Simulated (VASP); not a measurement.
# Cd: equation of state with PBE

Cd:

```
Cd
1.0
     1.60803    0.92840    2.44929
    -1.60803    0.92840    2.44929
     0.00000   -1.85679    2.44929
Cd
1
Direct
  0.00000 0.00000 0.00000
```

This isn't the form of Cd at room conditions, which is hcp.

```yaml
Program: VASP 6.6.1
Task: equation of state
Functional: PBE
Potentials_or_basis: VASP PAW PBE potentials, release 64 (Cd)
Cutoff: 520 eV
k_mesh: 10 × 10 × 10
Occupations: fermi-dirac, width 0.05 eV
Spin: no spin polarisation
```

```yaml
Equilibrium_volume: 23.03 Å³/atom
Bulk_modulus_at_fixed_shape_and_positions: 43 GPa
Pressure_derivative_of_the_bulk_modulus: 5.5
```

Energy against volume, from the lowest point:
```csv
volume (Å³/atom),energy (meV/atom)
20.623,42.12
21.062,26.82
21.500,15.37
21.939,7.34
22.378,2.33
22.817,0.00
23.255,0.02
```

All runs of the series together: 89 s on 1 thread of Intel(R) Xeon(R) Platinum 8488C (Sapphire Rapids), with other jobs on the host.

Caveat: the cell was scaled at fixed shape and fractional positions, which overstates the stiffness of a crystal with free parameters, most of all of layers and chains.
